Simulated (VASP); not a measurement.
Runs of VASP 6.6.1 on Ni. The structure is cubic, space group Im-3m (No. 229). Conventional cell: a = 2.794 Å, b = 2.794 Å, c = 2.794 Å, α = 90.00°, β = 90.00°, γ = 90.00°. Around Ni (site symmetry m-3m) lie 8 Ni at 2.42 Å. This isn't the form of Ni at room conditions, which is fcc.

```csv
level,potentials or basis,spin,k mesh,cutoff (eV),mesh quality,gap on the mesh (eV),pressure (GPa),moment (μB),relaxed volume (Å³/atom)
LDA,"VASP PAW LDA potentials, release 64 (Ni)","collinear, ferromagnetic start",20 × 20 × 20,600,not flagged,none,0.0,(a),10.03
PBEsol,"VASP PAW PBE potentials, release 64 (Ni)","collinear, ferromagnetic start",20 × 20 × 20,580,not flagged,none,0.0,0.54,10.46
PBEsol,"VASP PAW PBE potentials, release 64 (Ni)",off,20 × 20 × 20,600,not flagged,none,0.0,-,10.37
PBEsol,"VASP PAW PBE potentials, release 64 (Ni)","collinear, ferromagnetic start",8 × 8 × 8,600,coarse,none,-0.1,0.54,10.48
PBEsol,"VASP PAW PBE potentials, release 64 (Ni)","collinear, ferromagnetic start",20 × 20 × 20,600,not flagged,none,0.0,0.54,10.46
```

Alike in all rows: task relaxation of cell and atoms; cell relaxed; smearing gaussian 0.1 eV.

Question: Fill in the values left out.

Answer: (a) 0.00.

Caveats: some runs use coarse meshes; the PAW data sets were made with another functional, which shifts forces and pressure a little (some runs).

A gap of «none» marks a metal or a gap under the smearing width.

Runs at the PBE level aren't shown here.
